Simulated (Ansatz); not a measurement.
**Rhodium, fcc under LDA: structure, energy and stiffness, part 1 of 2**

What does LDA give for rhodium in the fcc structure? We relax it, solve it on a dense k-mesh, switch on spin-orbit coupling, then scale the cell to 7 volumes from 88 to 112 % of the relaxed one and try a fit of the equation of state. The k-meshes are 14×14×14 for the relaxation; 24×24×24 for the dense run; 14×14×14 for spin-orbit coupling; 24×24×24 for the volumes. The starting cell is the deposited one, from the Crystallography Open Database.

Computed with Ansatz 0.2.0 (DFT LDA (PW92), plane waves (420 eV) with PAW, scalar-relativistic; PAW files made under PBE, frozen cores solved again for the functional, unless a step says otherwise).

## 1. The system as given

Symmetry: Fm-3m, No. 225, cubic system. Conventional cell: a = 3.803 Å, b = 3.803 Å, c = 3.803 Å, α = 90.00°, β = 90.00°, γ = 90.00°. Rh (site symmetry m-3m) has 12 Rh at 2.69 Å as nearest neighbours.

Structure file:

```cif
data_structure
_symmetry_space_group_name_H-M 'P 1'
_symmetry_Int_Tables_number 1
_cell_length_a 2.6892
_cell_length_b 2.6892
_cell_length_c 2.6892
_cell_angle_alpha 60.000
_cell_angle_beta 60.000
_cell_angle_gamma 60.000
_cell_volume 13.75
loop_
_atom_site_label
_atom_site_type_symbol
_atom_site_fract_x
_atom_site_fract_y
_atom_site_fract_z
_atom_site_occupancy
Rh1 Rh 0.00000 0.00000 0.00000 1
```

## 2. Relaxing cell and atoms

input.yaml reads:

```yaml
crystal:
  lattice:
    - [0.0, 1.90155, 1.90155]
    - [1.90155, 0.0, 1.90155]
    - [1.90155, 1.90155, 0.0]
  atoms:
    - { symbol: Rh, position: [0.0, 0.0, 0.0] }
hamiltonian:
  xc: lda
  pseudopotentials:
    kind: paw
    azcp:
      Rh: "pseudopotentials/Rh.paw.azcp"
basis:
  ecutwfc: 420
  fft_grid_basis: typed
kpoints:
  mp_grid: { grid: [14, 14, 14], shift: [0, 0, 0] }
magnetization:
  spin_polarized: false
scf:
  occupations: { method: fermi_dirac, width: 0.1 }
relax:
  max_steps: 60
  f_tol: 0.01
  cell: {}
```

Standard output:

```text
Warning: <dir> the record states the generating functional pbe (its physics header spells it `PBE`), which answers neither for hamiltonian.xc's functional nor for the lda family's — results may be inconsistent (PPs are generated against a specific XC)
Engine: ansatz 0.2.0, x86_64-unknown-linux-gnu
Pseudopotentials: kind: paw
Pseudopotential: Rh, paw, valence charge 17, recommended cutoff 420 eV (normal), <dir>
Functional definition: SPW92
  exchange = slater_x
  correlation = pw_c
Crystal: 1 atoms, lattice volume = 13.752 Å³
Basis set: ecut = 420 eV, 283 PW (Γ)
Bands: 13, of which v1, the nominal top of the filled ones, is band 9 counted from 1 (8 counted from 0)
Symmetry: 48 space group operations
Space group: Fm-3m (ITA 225), of the structure as read, at distance tolerance 2.4e-5 Å
k-points: 104 of 2744
Non-local potential: Rh, projectors of the file, l = 0: 3, l = 1: 2, l = 2: 2, l = 3: 1
PAW form: soft (Blöchl's): semilocal exchange-correlation on the pseudo side does not see the compensation charge
PAW frozen core: Rh, regenerated for the run's functional, and the local potential with it (the file was generated under x = pbe(κ = 0.804, μ = 0.2195149727645171), c = pbe(β = 0.06672455060314922))
PAW one-centre angular grid: Rh, 590 points (default); XC on 64 Gauss nodes
Initial density: superposition of atomic densities (neutral atoms: chi_scale 0, normalization atom), corrected by the library's trained network
Initial wavefunctions: pseudopotential atomic-orbital guess
Functional: x = slater, c = lda
SCF iter   1: F=—  HF=-6278.652006 eV  |F-HF|=—  |Δ(HF+E_count)|=         —  Δρ=1.04e-2  dr2=8.26e-3  ethr=1.77e-3  ⟨swp⟩=4.6  Hψ=7297  notcnv=0
preconditioner: auto → none  [metal: Δε(μ)=0.028 eV  Ē_g=13.996 eV  σ=0.100 eV  W_gap=0.07  n_scr=0 (ndim 8)  ℏωp=30.0 eV  f_vac=0.000  D(μ)=1.26/eV (n_scr^D=14)]
SCF iter   2: F=—  HF=-6278.650046 eV  |F-HF|=—  |Δ(HF+E_count)|=   1.96e-3  Δρ=4.86e-3  dr2=1.28e-3  ethr=4.86e-5  ⟨swp⟩=2.5  Hψ=2723  notcnv=0
SCF iter   3: F=—  HF=-6278.649737 eV  |F-HF|=—  |Δ(HF+E_count)|=   3.09e-4  Δρ=2.45e-3  dr2=1.43e-4  ethr=7.51e-6  ⟨swp⟩=2.6  Hψ=2096  notcnv=0
SCF iter   4: F=—  HF=-6278.649713 eV  |F-HF|=—  |Δ(HF+E_count)|=   2.47e-5  Δρ=1.24e-4  dr2=4.88e-7  ethr=8.40e-7  ⟨swp⟩=2.0  Hψ=1456  notcnv=0
SCF iter   5: F=—  HF=-6278.649716 eV  |F-HF|=—  |Δ(HF+E_count)|=   3.13e-6  Δρ=4.19e-5  dr2=5.03e-8  ethr=2.87e-9  ⟨swp⟩=2.4  Hψ=1890  notcnv=0
SCF iter   6: F=-6278.649716 eV  HF=-6278.649716 eV  |F-HF|=6.03e-10  |Δ(HF+E_count)|=   1.32e-8  Δρ=6.66e-6  dr2=1.12e-9  ethr=2.96e-10  ⟨swp⟩=2.6  Hψ=4325  notcnv=0
SCF 1 converged in 6 iterations: F = -6278.649716 eV  dr2 = 1.12e-9
relax step   1: F+E_penalty+E_count = -6278.64971573 eV  Δ(F+E_penalty+E_count) = +0.000e0 eV  max|allowed force component| = 0.000e0 eV/Å  Δτ_max = 0.0000 Å  P = -10.869 GPa  Ω = 13.752 Å³  (6 SCF iters, dr2 threshold 1.00e-7 eV, accepted)
Crystal: 1 atoms, lattice volume = 12.794 Å³
Basis set: ecut = 420 eV, 259 PW (Γ)
Initial density: handed on by an earlier stage of this run
Initial wavefunctions: those handed on with the density
iter 1 solved again at ethr=2.74e-5 eV; its pass at ethr=3.10e-3 eV (dr2=4.66e-3 eV) is discarded
SCF iter   1: F=—  HF=-6278.653919 eV  |F-HF|=—  |Δ(HF+E_count)|=         —  Δρ=6.86e-3  dr2=4.67e-3  ethr=2.74e-5  ⟨swp⟩=1.0  Hψ=9597  notcnv=0
preconditioner: auto → none  [metal: Δε(μ)=0.037 eV  Ē_g=14.821 eV  σ=0.100 eV  W_gap=0.09  n_scr=0 (ndim 8)  ℏωp=31.1 eV  f_vac=0.000  D(μ)=1.09/eV (n_scr^D=14)]
SCF iter   2: F=—  HF=-6278.652765 eV  |F-HF|=—  |Δ(HF+E_count)|=   1.15e-3  Δρ=3.26e-3  dr2=5.15e-4  ethr=2.74e-5  ⟨swp⟩=2.0  Hψ=1793  notcnv=0
SCF iter   3: F=—  HF=-6278.652661 eV  |F-HF|=—  |Δ(HF+E_count)|=   1.04e-4  Δρ=1.37e-3  dr2=7.28e-5  ethr=3.03e-6  ⟨swp⟩=2.8  Hψ=2120  notcnv=0
SCF iter   4: F=—  HF=-6278.652660 eV  |F-HF|=—  |Δ(HF+E_count)|=   1.07e-6  Δρ=1.70e-4  dr2=9.07e-7  ethr=4.28e-7  ⟨swp⟩=1.0  Hψ=1352  notcnv=0
SCF iter   5: F=-6278.652661 eV  HF=-6278.652661 eV  |F-HF|=6.69e-10  |Δ(HF+E_count)|=   6.12e-7  Δρ=1.27e-5  dr2=3.05e-9  ethr=5.88e-10  ⟨swp⟩=4.3  Hψ=4552  notcnv=0
SCF 2 converged in 5 iterations: F = -6278.652661 eV  dr2 = 3.05e-9
relax step   2: F+E_penalty+E_count = -6278.65266091 eV  Δ(F+E_penalty+E_count) = -2.945e-3 eV  max|allowed force component| = 0.000e0 eV/Å  Δτ_max = 0.0000 Å  P = +11.735 GPa  Ω = 12.794 Å³  energy of the carried Pulay correction = +6.004e-4 eV  (5 SCF iters, dr2 threshold 1.00e-7 eV, accepted)
Crystal: 1 atoms, lattice volume = 13.274 Å³
iter 1 solved again at ethr=5.65e-6 eV; its pass at ethr=3.10e-3 eV (dr2=9.60e-4 eV) is discarded
SCF iter   1: F=—  HF=-6278.668294 eV  |F-HF|=—  |Δ(HF+E_count)|=         —  Δρ=3.38e-3  dr2=1.19e-3  ethr=5.65e-6  ⟨swp⟩=1.2  Hψ=9124  notcnv=0
preconditioner: auto → none  [metal: Δε(μ)=0.021 eV  Ē_g=14.422 eV  σ=0.100 eV  W_gap=0.05  n_scr=0 (ndim 8)  ℏωp=30.6 eV  f_vac=0.000  D(μ)=1.18/eV (n_scr^D=14)]
SCF iter   2: F=—  HF=-6278.668021 eV  |F-HF|=—  |Δ(HF+E_count)|=   2.73e-4  Δρ=1.69e-3  dr2=1.50e-4  ethr=5.65e-6  ⟨swp⟩=2.0  Hψ=1814  notcnv=0
SCF iter   3: F=—  HF=-6278.667989 eV  |F-HF|=—  |Δ(HF+E_count)|=   3.17e-5  Δρ=7.06e-4  dr2=2.08e-5  ethr=8.80e-7  ⟨swp⟩=2.8  Hψ=2092  notcnv=0
SCF iter   4: F=—  HF=-6278.667991 eV  |F-HF|=—  |Δ(HF+E_count)|=   1.49e-6  Δρ=9.71e-5  dr2=3.20e-7  ethr=1.22e-7  ⟨swp⟩=1.0  Hψ=1352  notcnv=0
SCF iter   5: F=-6278.667991 eV  HF=-6278.667991 eV  |F-HF|=5.15e-10  |Δ(HF+E_count)|=   1.91e-7  Δρ=7.31e-6  dr2=1.13e-9  ethr=5.88e-10  ⟨swp⟩=4.0  Hψ=4056  notcnv=0
SCF 3 converged in 5 iterations: F = -6278.667991 eV  dr2 = 1.13e-9
relax step   3: F+E_penalty+E_count = -6278.66799103 eV  Δ(F+E_penalty+E_count) = -1.533e-2 eV  max|allowed force component| = 0.000e0 eV/Å  Δτ_max = 0.0000 Å  P = -0.829 GPa  Ω = 13.274 Å³  energy of the carried Pulay correction = +2.942e-4 eV  (5 SCF iters, dr2 threshold 1.00e-7 eV, accepted)
Crystal: 1 atoms, lattice volume = 13.241 Å³
iter 1 solved again at ethr=3.25e-8 eV; its pass at ethr=3.10e-3 eV (dr2=5.52e-6 eV) is discarded
SCF iter   1: F=—  HF=-6278.668104 eV  |F-HF|=—  |Δ(HF+E_count)|=         —  Δρ=2.35e-4  dr2=5.95e-6  ethr=3.25e-8  ⟨swp⟩=2.0  Hψ=8740  notcnv=0
preconditioner: auto → none  [metal: Δε(μ)=0.025 eV  Ē_g=14.441 eV  σ=0.100 eV  W_gap=0.06  n_scr=0 (ndim 8)  ℏωp=30.6 eV  f_vac=0.000  D(μ)=1.17/eV (n_scr^D=14)]
SCF iter   2: F=—  HF=-6278.668102 eV  |F-HF|=—  |Δ(HF+E_count)|=   1.45e-6  Δρ=1.16e-4  dr2=7.34e-7  ethr=3.25e-8  ⟨swp⟩=2.0  Hψ=1817  notcnv=0
SCF iter   3: F=-6278.668102 eV  HF=-6278.668102 eV  |F-HF|=7.23e-9  |Δ(HF+E_count)|=   1.68e-7  Δρ=4.76e-5  dr2=9.47e-8  ethr=5.88e-10  ⟨swp⟩=4.0  Hψ=4511  notcnv=0
SCF 4 converged in 3 iterations: F = -6278.668102 eV  dr2 = 9.47e-8
relax step   4: F+E_penalty+E_count = -6278.66810228 eV  Δ(F+E_penalty+E_count) = -1.113e-4 eV  max|allowed force component| = 0.000e0 eV/Å  Δτ_max = 0.0000 Å  P = -0.056 GPa  Ω = 13.241 Å³  energy of the carried Pulay correction = +3.148e-4 eV  (3 SCF iters, dr2 threshold 1.00e-7 eV, accepted)
Crystal: 1 atoms, lattice volume = 13.239 Å³
iter 1 solved again at ethr=1.11e-9 eV; its pass at ethr=3.10e-3 eV (dr2=1.89e-7 eV) is discarded
SCF iter   1: F=—  HF=-6278.668104 eV  |F-HF|=—  |Δ(HF+E_count)|=         —  Δρ=6.01e-5  dr2=1.93e-7  ethr=1.11e-9  ⟨swp⟩=2.5  Hψ=8674  notcnv=0
preconditioner: auto → none  [metal: Δε(μ)=0.025 eV  Ē_g=14.444 eV  σ=0.100 eV  W_gap=0.06  n_scr=0 (ndim 8)  ℏωp=30.6 eV  f_vac=0.000  D(μ)=1.17/eV (n_scr^D=14)]
SCF iter   2: F=—  HF=-6278.668104 eV  |F-HF|=—  |Δ(HF+E_count)|=   1.85e-8  Δρ=3.05e-5  dr2=3.53e-8  ethr=1.11e-9  ⟨swp⟩=1.5  Hψ=1592  notcnv=0
SCF iter   3: F=—  HF=-6278.668104 eV  |F-HF|=—  |Δ(HF+E_count)|=   3.54e-9  Δρ=9.98e-6  dr2=1.10e-8  ethr=4.56e-11  ⟨swp⟩=4.0  Hψ=4502  notcnv=0
SCF iter   4: F=-6278.668104 eV  HF=-6278.668104 eV  |F-HF|=2.18e-11  |Δ(HF+E_count)|=   2.64e-9  Δρ=1.01e-6  dr2=2.77e-11  ethr=4.56e-11  ⟨swp⟩=4.0  Hψ=4031  notcnv=0
SCF 5 converged in 4 iterations: F = -6278.668104 eV  dr2 = 2.77e-11
relax step   5: F+E_penalty+E_count = -6278.66810417 eV  Δ(F+E_penalty+E_count) = -1.897e-6 eV  max|allowed force component| = 0.000e0 eV/Å  Δτ_max = 0.0000 Å  P = -0.000 GPa  Ω = 13.239 Å³  energy of the carried Pulay correction = +3.162e-4 eV  (4 SCF iters, dr2 threshold 7.76e-9 eV, accepted)
Initial wavefunctions: pseudopotential atomic-orbital guess (no wavefunctions were taken with the density)
iter 1 solved again at ethr=1.37e-8 eV; its pass at ethr=3.10e-3 eV (dr2=2.33e-6 eV) is discarded
SCF iter   1: F=—  HF=-6278.667824 eV  |F-HF|=—  |Δ(HF+E_count)|=         —  Δρ=7.48e-5  dr2=6.23e-8  ethr=1.37e-8  ⟨swp⟩=3.0  Hψ=11210  notcnv=0
SCF iter   2: F=—  HF=-6278.667826 eV  |F-HF|=—  |Δ(HF+E_count)|=   1.28e-6  Δρ=3.60e-5  dr2=1.42e-8  ethr=3.67e-10  ⟨swp⟩=1.3  Hψ=1393  notcnv=0
SCF iter   3: F=—  HF=-6278.667826 eV  |F-HF|=—  |Δ(HF+E_count)|=   6.29e-9  Δρ=2.34e-6  dr2=5.90e-10  ethr=8.33e-11  ⟨swp⟩=2.0  Hψ=1456  notcnv=0
SCF iter   4: F=—  HF=-6278.667826 eV  |F-HF|=—  |Δ(HF+E_count)|=  1.71e-10  Δρ=1.24e-6  dr2=1.04e-10  ethr=3.47e-12  ⟨swp⟩=2.2  Hψ=2090  notcnv=0
SCF iter   5: F=—  HF=-6278.667826 eV  |F-HF|=—  |Δ(HF+E_count)|=  1.46e-11  Δρ=4.34e-7  dr2=1.36e-11  ethr=1.00e-12  ⟨swp⟩=1.0  Hψ=1352  notcnv=0
SCF iter   6: F=-6278.667826 eV  HF=-6278.667826 eV  |F-HF|=9.09e-13  |Δ(HF+E_count)|=  3.64e-12  Δρ=6.89e-8  dr2=3.65e-13  ethr=1.00e-12  ⟨swp⟩=5.0  Hψ=4823  notcnv=0
SCF 6 converged in 6 iterations: F = -6278.667826 eV  dr2 = 3.65e-13
relax step   6: F+E_penalty+E_count = -6278.66782574 eV  Δ(F+E_penalty+E_count) = +2.784e-4 eV  max|allowed force component| = 0.000e0 eV/Å  Δτ_max = 0.0000 Å  P = -0.017 GPa  Ω = 13.239 Å³  stress off target by 1.73e-2 GPa  SCF on the basis re-selected at this cell (its energy is not comparable with the rows above)  (6 SCF iters)
basis re-selected at this cell: Δ(F+E_penalty+E_count) = +2.784e-4 eV, ΔP = -0.017 GPa vs the last step (what re-selecting the basis moved, of the pressure what is left beyond the Pulay correction that the steps carried, after the strain that the cell walked since its last selection, with what the two solves' SCF thresholds leave and, on support functions, any second-order correction that the steps lacked; it is no measure of the basis error at this ecutwfc). This SCF's stress stands 1.73e-2 GPa from its target on what of the cell is left free (relax.cell.stress_tol is 5.00e-2 GPa) and its largest allowed force component is 0.00e0 eV/Å (relax.f_tol is 1.00e-2 eV/Å): within both
SCF converged after 6 iterations
Free energy (F): -6278.667826 eV
Harris-Foulkes:  -6278.667826 eV  (|F-HF|=9.09e-13)
Internal energy: -6278.628065 eV  (E = F + TS)
E sigma→0 (E₀):  -6278.647945 eV
Entropy (-TS):   -0.039761 eV (-39.761 meV/atom)
Fermi energy:    23.170435 eV
--- Per-component energies (eV) ---
  E_band       = -73.621929
  E_kinetic    = 574.789549
  E_local      = -1521.916541  (includes V_loc(G=0)·N_el)
  E_nonlocal   = 360.267889
  E_hartree    = 533.123926
  E_xc         = -221.214683
  E_vxc        = -278.945315  (∫ρ·V_xc dr)
  E_paw        = -3463.869161  (= ΣΔE_a)
  E_vpaw       = -274.066061  (= ΣTr[D̂ρ^β])
  E_aug_tail   = 0.000724  (compensation charges beyond the density's cutoff)
  E_ewald      = -2540.432252
  E_core_change = 0.622482  (= ΣΔE_core)
  E_smearing   = -0.039761  (= −TS)
  E_closure    = -0.000000  (closes the sum)
  Σ components = -6278.667826   (vs F -6278.667826, Δ=0.00e0)
--- Forces (eV/Å), atoms counted from 1 ---
  atom   1  Rh     0.00000000    -0.00000000     0.00000000
  max |Σ_I F_I| component: 1.15e-31 eV/Å
--- Stress (GPa, compression-positive) ---
       -0.017282      -0.000000      -0.000000
       -0.000000      -0.017282      -0.000000
       -0.000000      -0.000000      -0.017282
  P = ⅓ Tr σ = -0.0173 GPa (-0.173 kbar)
--- Relaxed structure (5 steps of the walk, 5 accepted, 1 SCFs on fresh bases) ---
  F+E_penalty+E_count = -6278.66782574 eV   max|allowed force component| = 0.000e0 eV/Å   (the final SCF, on the basis selected at the relaxed cell)
  cell:  # Å, volume = 13.2390 Å³
    - [6.5284459930675265e-34, 1.8776226215723018, 1.8776226215723018]
    - [1.8776226215723018, 2.2292246884717687e-34, 1.8776226215723018]
    - [1.8776226215723018, 1.8776226215723018, 1.2419969330183e-34]
  atoms:
    - { symbol: Rh, position: [0.0, 0.0, 0.0] }
```

It took 14 s on 1 thread of an x86-64 CPU, shared host; peak memory 0.49 GiB.

Relaxation path:

| step | energy change (meV/atom) | largest force (eV/Å) | pressure (GPa) | volume (Å³/atom) |
| --- | --- | --- | --- | --- |
| 1 | 0.00 | 0.0000 | -10.87 | 13.752 |
| 2 | -2.95 | 0.0000 | 11.73 | 12.794 |
| 3 | -18.28 | 0.0000 | -0.83 | 13.274 |
| 4 | -18.39 | 0.0000 | -0.06 | 13.241 |
| 5 | -18.39 | 0.0000 | 0.00 | 13.239 |
| 6 | -18.11 | 0.0000 | -0.02 | 13.239 |

Steps that repeat a cell are solved on a basis chosen anew, so their changes of energy are no gain of the relaxation.

The cell of the run, before and after:

|  | before | after | change |
| --- | --- | --- | --- |
| a (Å) | 2.689 | 2.655 | -1.3 % |
| b (Å) | 2.689 | 2.655 | -1.3 % |
| c (Å) | 2.689 | 2.655 | -1.3 % |
| volume (Å³/atom) | 13.752 | 13.239 | -3.7 % |
| shortest distance (Å) | 2.689 | 2.655 | -1.3 % |
| space group (spins left aside) | Fm-3m | Fm-3m | same |

## 3. Single point on a dense mesh

input.yaml reads:

```yaml
crystal:
  lattice:
    - [0.0, 1.8776226216, 1.8776226216]
    - [1.8776226216, 0.0, 1.8776226216]
    - [1.8776226216, 1.8776226216, 0.0]
  atoms:
    - { symbol: Rh, position: [0.0, 0.0, 0.0] }
hamiltonian:
  xc: lda
  pseudopotentials:
    kind: paw
    azcp:
      Rh: "pseudopotentials/Rh.paw.azcp"
basis:
  ecutwfc: 420
  fft_grid_basis: typed
kpoints:
  mp_grid: { grid: [24, 24, 24], shift: [0, 0, 0] }
magnetization:
  spin_polarized: false
scf:
  occupations: { method: fermi_dirac, width: 0.1 }
```

Standard output (excerpt; [...] marks lines left out):

```text
Warning: <dir> the record states the generating functional pbe (its physics header spells it `PBE`), which answers neither for hamiltonian.xc's functional nor for the lda family's — results may be inconsistent (PPs are generated against a specific XC)
[...]
[... 3 set-up lines as earlier in the session ...]
[...]
Crystal: 1 atoms, lattice volume = 13.239 Å³
Basis set: ecut = 420 eV, 259 PW (Γ)
Bands: 13, of which v1, the nominal top of the filled ones, is band 9 counted from 1 (8 counted from 0)
[... 2 set-up lines as earlier in the session ...]
k-points: 413 of 13824
[...]
SCF iter   1: F=—  HF=-6278.671893 eV  |F-HF|=—  |Δ(HF+E_count)|=         —  Δρ=1.07e-2  dr2=8.26e-3  ethr=1.77e-3  ⟨swp⟩=4.8  Hψ=29349  notcnv=0
[...]
SCF iter   6: F=-6278.669412 eV  HF=-6278.669412 eV  |F-HF|=4.80e-10  |Δ(HF+E_count)|=   1.37e-8  Δρ=5.97e-6  dr2=8.80e-10  ethr=2.68e-10  ⟨swp⟩=1.0  Hψ=14164  notcnv=0
[...]
SCF converged after 6 iterations
Free energy (F): -6278.669412 eV
[...]
E sigma→0 (E₀):  -6278.649024 eV
Entropy (-TS):   -0.040777 eV (-40.777 meV/atom)
Fermi energy:    23.167258 eV
[...]
```

Wall time 6.3 s (1 thread of an x86-64 CPU, shared host); peak memory 0.54 GiB.

## 4. With spin-orbit coupling

Changes to input.yaml since step 3:

```diff
@@ -10,3 +10,3 @@
   pseudopotentials:
-    kind: paw
+    kind: paw_fr
     azcp:
@@ -17,5 +17,6 @@
 kpoints:
-  mp_grid: { grid: [24, 24, 24], shift: [0, 0, 0] }
+  mp_grid: { grid: [14, 14, 14], shift: [0, 0, 0] }
 magnetization:
-  spin_polarized: false
+  noncollinear: true
+  spin_orbit: true
 scf:
```

Standard output (excerpt; [...] marks lines left out):

```text
Warning: <dir> the record states the generating functional pbe (its physics header spells it `PBE`), which answers neither for hamiltonian.xc's functional nor for the lda family's — results may be inconsistent (PPs are generated against a specific XC)
[...]
Pseudopotentials: kind: paw_fr
Pseudopotential: Rh, paw_fr, valence charge 17, recommended cutoff 420 eV (normal), <dir>
[... 1 set-up line as earlier in the session ...]
[...]
non-collinear run that drives no moment, with spin-orbit: no starting moment large enough to seed its density (crystal.atoms[].spin), no starting occupations that ask for one, no magnetisation constraint and no magnetic field, so the semilocal B_xc is pinned to zero
Crystal: 1 atoms, lattice volume = 13.239 Å³
Basis set: ecut = 420 eV, 259 PW (Γ)
Bands: 26, of which v1, the nominal top of the filled ones, is band 17 counted from 1 (16 counted from 0)
Symmetry: 48 space group operations + 48 with time reversal
Magnetic group: BNS 225.117 (UNI 1619), of the structure as read, at distance tolerance 2.4e-5 Å
k-points: 104 of 2744
Projection manifold: j_resolved (fully-relativistic pseudo-atomic orbitals)
[...]
SCF iter   1: F=—  HF=-6281.050513 eV  |F-HF|=—  |Δ(HF+E_count)|=         —  Δρ=1.29e-1  dr2=1.97e0  dr2_m=0.00e0 (ungated)  ethr=3.10e-3  |M|=0.00e0 ∫|m|=0.00e0 μB  |m|>n=0.0e0 m-floor=0.0e0 τ_xc=0.0e0  β_m=0.30  ⟨swp⟩=6.5  Hψ=6728  notcnv=0  defer=50
[...]
SCF iter   6: F=-6280.421053 eV  HF=-6280.421053 eV  |F-HF|=2.16e-8  |Δ(HF+E_count)|=   1.14e-7  Δρ=2.05e-5  dr2=3.69e-8  dr2_m=0.00e0 (ungated)  ethr=5.88e-10  |M|=0.00e0 ∫|m|=0.00e0 μB  |m|>n=0.0e0 m-floor=0.0e0 τ_xc=0.0e0  ⟨swp⟩=2.5  Hψ=2771  notcnv=0
[...]
SCF converged after 6 iterations
Magnetization: |M| = 0.0000 μB,  M = (+0.0000, +0.0000, +0.0000) μB
Absolute magnetization: 0.0000 μB (∫|m|)
  site 0: m = (+0.0000, +0.0000, +0.0000) μB, |m| = 0.0000 μB  (R = 1.10 Å)
Free energy (F): -6280.421053 eV
[...]
E sigma→0 (E₀):  -6280.401144 eV
Entropy (-TS):   -0.039818 eV (-39.818 meV/atom)
Fermi energy:    23.180080 eV
[...]
```

Run time: 6 s. Hardware: 1 thread of an x86-64 CPU, shared host; peak memory 0.48 GiB.

With and without spin-orbit coupling:

```
                          scalar-relativistic      with spin-orbit coupling
         k-mesh                      24×24×24                      14×14×14
gap on the mesh  none (levels filled in part)  none (levels filled in part)
```

The meshes differ, so small differences between the columns need not come from spin-orbit coupling.

## 5. Volume × 0.88

input.yaml reads:

```yaml
crystal:
  lattice:
    - [0.0, 1.7992956626, 1.7992956626]
    - [1.7992956626, 0.0, 1.7992956626]
    - [1.7992956626, 1.7992956626, 0.0]
  atoms:
    - { symbol: Rh, position: [0.0, 0.0, 0.0] }
hamiltonian:
  xc: lda
  pseudopotentials:
    kind: paw
    azcp:
      Rh: "pseudopotentials/Rh.paw.azcp"
basis:
  ecutwfc: 420
  fft_grid_basis: typed
kpoints:
  mp_grid: { grid: [24, 24, 24], shift: [0, 0, 0] }
magnetization:
  spin_polarized: false
scf:
  occupations: { method: fermi_dirac, width: 0.1 }
output:
  stress: true
```

Standard output (excerpt; [...] marks lines left out):

```text
Warning: <dir> the record states the generating functional pbe (its physics header spells it `PBE`), which answers neither for hamiltonian.xc's functional nor for the lda family's — results may be inconsistent (PPs are generated against a specific XC)
[...]
[... 3 set-up lines as earlier in the session ...]
[...]
Crystal: 1 atoms, lattice volume = 11.650 Å³
Basis set: ecut = 420 eV, 259 PW (Γ)
Bands: 13, of which v1, the nominal top of the filled ones, is band 9 counted from 1 (8 counted from 0)
[... 1 set-up line as earlier in the session ...]
Space group: Fm-3m (ITA 225), of the structure as read, at distance tolerance 2.3e-5 Å
k-points: 413 of 13824
[...]
SCF iter   1: F=—  HF=-6278.429479 eV  |F-HF|=—  |Δ(HF+E_count)|=         —  Δρ=1.10e-2  dr2=7.01e-3  ethr=1.77e-3  ⟨swp⟩=5.0  Hψ=29685  notcnv=0
[...]
SCF iter   6: F=-6278.427164 eV  HF=-6278.427164 eV  |F-HF|=2.36e-11  |Δ(HF+E_count)|=   1.32e-9  Δρ=1.61e-6  dr2=6.75e-11  ethr=6.70e-11  ⟨swp⟩=1.9  Hψ=16604  notcnv=0
[...]
SCF converged after 6 iterations
Free energy (F): -6278.427164 eV
[...]
E sigma→0 (E₀):  -6278.411147 eV
Entropy (-TS):   -0.032035 eV (-32.035 meV/atom)
Fermi energy:    27.246552 eV
[...]
--- Stress (GPa, compression-positive) ---
       55.553059      -0.000000       0.000000
       -0.000000      55.553059      -0.000000
       -0.000000      -0.000000      55.553059
  P = ⅓ Tr σ = 55.5531 GPa (555.531 kbar)
```

It took 6.4 s on 1 thread of an x86-64 CPU, shared host; peak memory 0.54 GiB.

(Continued in part 2 of 2.)
